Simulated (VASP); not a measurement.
# SiC: kinetic-energy density

SiC, P6_3mc (no. 186), 4 atoms in the cell. PBE; PAW potentials Si, C (PBE set).

## Input

INCAR:
```
SYSTEM = SiC
PREC     = Accurate       ! precision mode
ENCUT    = 520            ! plane-wave cutoff, eV
EDIFF    = 1E-7           ! SCF threshold, eV
ISMEAR   = 0              ! smearing method
SIGMA    = 0.02           ! smearing width, eV
LREAL    = .False.        ! projectors in reciprocal space
LASPH    = .True.         ! aspherical terms in the spheres
ALGO     = Normal         ! electronic algorithm
NELM     = 100            ! most SCF steps
ISIF     = 2              ! what is computed and relaxed
LWAVE    = .False.        ! write WAVECAR
LCHARG   = .True.         ! write CHGCAR
LTAU     = .True.        
```

KPOINTS:
```
k-points
0
Gamma
  8 8 5
```

POSCAR:
```
SiC
1.0
    3.0760000000      0.0000000000      0.0000000000
   -1.5380000000      2.6638941420      0.0000000000
    0.0000000000      0.0000000000      5.0480000000
Si C
2 2
Direct
    0.6666666667      0.3333333333      0.5000000000
    0.3333333333      0.6666666667      0.0000000000
    0.6666666667      0.3333333333      0.8850000000
    0.3333333333      0.6666666667      0.3850000000
```

Commands:
```
cat potpaw_PBE.64/Si/POTCAR potpaw_PBE.64/C/POTCAR > POTCAR
mpirun -np 1 vasp_std > vasp.out
```

## Result

- Kinetic energy of the pseudo orbitals (eV): 283.22

VASP 6.6.1 took 13 s on 1 core (Intel Xeon Platinum 8488C (Sapphire Rapids)), a shared host.
